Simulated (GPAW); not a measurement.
Runs of GPAW 26.7.0 on AlO. Symmetry: Pm-3m, No. 221, cubic system. The conventional cell has a = 2.769 Å, b = 2.769 Å, c = 2.769 Å, α = 90.00°, β = 90.00°, γ = 90.00°. Around Al (site symmetry m-3m) lie 8 O at 2.40 Å. Around O (site symmetry m-3m) lie 8 Al at 2.40 Å. The cell was built by a generator and needn't be a form met in nature.

```tsv
level	potentials or basis	eigensolver	gap on the mesh (eV)	pressure (GPa)	relaxed volume (Å³/atom)
PBEsol	PAW data sets generated in the run's folder for this functional, pw	-	none	0.1	(b)
TPSS	GPAW PAW data sets (gpaw-data 1.2.1), pw	davidson	none	0.0	10.41
LDA	the program's PAW data sets (release 1.2.1) made for this functional, pw	-	none	0.0	9.99
RPBE	the program's PAW data sets (release 1.2.1) made for this functional, pw	-	none	0.1	10.88
PBE	GPAW PAW data sets (gpaw-data 1.2.1), pw	-	none	0.0	10.62
SCAN	GPAW PAW data sets (gpaw-data 1.2.1), pw	-	none	0.1	10.26
BLYP	PAW data sets generated in the run's folder for this functional, pw	davidson	none	0.1	(a)
PW91	PAW data sets generated in the run's folder for this functional, pw	-	none	-0.2	10.62
```

Alike in all rows: task relaxation of cell and atoms; no spin polarisation; cell relaxed; k mesh 8 × 8 × 8; cutoff (eV) 800; smearing fermi-dirac 0.05 eV.

Task: Estimate the missing entries.

Result: (a) 10.99; (b) 10.28.

Caveats: later steps reuse the first step's grids; an odd number of electrons without spin polarisation forces a metal; a magnetic or distorted state may lie lower; the PAW data sets were made with another functional, which shifts forces and pressure a little (some runs).

A k mesh can miss the band edges.

A gap of «none» marks a metal or a gap under the smearing width.

Not every run made on this cell is shown here.
